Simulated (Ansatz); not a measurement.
## NaF: energy along a strain

NaF, Fm-3m, a = 4.647 Å (as given, not relaxed at this level: -1.7 GPa). Ansatz: r2SCAN, PAW, 500 eV, Γ-centred 8×8×8 mesh on 2 atoms, Gaussian smearing 0.05 eV; no spin polarisation. Cell vectors (Å): 0.000 2.323 2.323; 2.323 0.000 2.323; 2.323 2.323 0.000. The cell is strained by x per cent times the pattern (1 -1 0 0 0 0) in the order xx yy zz yz xz xy (engineering shears), with fractional coordinates held. y is the free energy over the start, V0 = 12.541 Å³/atom. Symmetry makes y even in x. Points with a strain past 8.5 % were computed too (4) and aren't used here.

```tsv
x (%)	y (meV/atom)
-7.50	37.71
0.00	0.00
1.87	2.14
3.75	?
5.62	20.32
```

Q: Fit y = c2 x² + c4 x⁴ to the other rows, get the stiffness along the pattern, and predict the missing energy.

A: Least squares on the rows shown. y = 0.60869 x² + 0.0010971 x⁴. The clamped-ion stiffness p·C·p = 2 × 6.087 eV × 160.2 / 12.541 Å³ = 156 GPa (second derivative at the start, which stands under stress). At x = 3.75 the fit asked for gives 8.78 meV/atom. The run gave 8.78 meV/atom, the same to the digits shown.